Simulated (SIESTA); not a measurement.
Crystal: MgO.

```
Mg O
1.0
     0.00000    2.09700    2.09700
     2.09700    0.00000    2.09700
     2.09700    2.09700    0.00000
Mg O
1 1
Cartesian
  0.0000 0.0000 0.0000
  2.0970 2.0970 2.0970
```

The cell is a database's computed one.

Program: SIESTA 5.4.2. Alike in all runs: no spin polarisation; cell as given; k mesh 11 × 11 × 11; smearing fermi-dirac 0.05 eV; grid cutoff 800 Ry; energy shift 0.003 Ry.

Question: Order these runs on this cell by their pressure, lowest first.
A. level LDA; potentials or basis PseudoDojo 0.4 standard (LDA files), DZP (energy shift 0.003 Ry; two zetas on semicore shells)
B. level PBEsol; potentials or basis PseudoDojo 0.4 standard (PBEsol files), DZP (energy shift 0.003 Ry; two zetas on semicore shells)
C. level PBE; potentials or basis PseudoDojo 0.4 standard (PBE files), DZP (energy shift 0.003 Ry; two zetas on semicore shells)

Answer: A (-0.3 GPa), B (5.7 GPa), C (10.5 GPa).

Caveats: the basis of atomic orbitals isn't converged, which shifts pressures, moduli and gaps.
